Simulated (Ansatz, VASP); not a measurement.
## One calculation of Pb, two programs

```
Pb
1.0
     5.66988    0.00000    0.00000
    -2.83494    4.91026    0.00000
     0.00000    0.00000    3.44317
Pb
3
Cartesian
  0.0000 0.0000 0.0000
  0.0000 3.2735 1.7216
  2.8349 1.6368 1.7216
```

Alike in both runs: functional PBE; k mesh 7 × 7 × 9; occupations fermi-dirac, width 0.05 eV; no spin polarisation.

Ansatz relaxed the structure, and its values are those at the end. VASP's run is a single point on that final structure, the one shown.

```csv
,VASP,Ansatz
version,VASP 6.6.1,Ansatz 0.2.0
potentials or method,"VASP PAW PBE potentials, release 64 (Pb_d), cutoff 520 eV","all-electron LAPW, scalar-relativistic"
```

|  | VASP | Ansatz | Ansatz less VASP |
| --- | --- | --- | --- |
| pressure (GPa) | 0.2 | 0.3 | +0.06 |

Ansatz ran all-electron here, so the differences hold the error of VASP's frozen core and of both bases.

Spin-orbit coupling is left out, which matters for the levels of Pb.
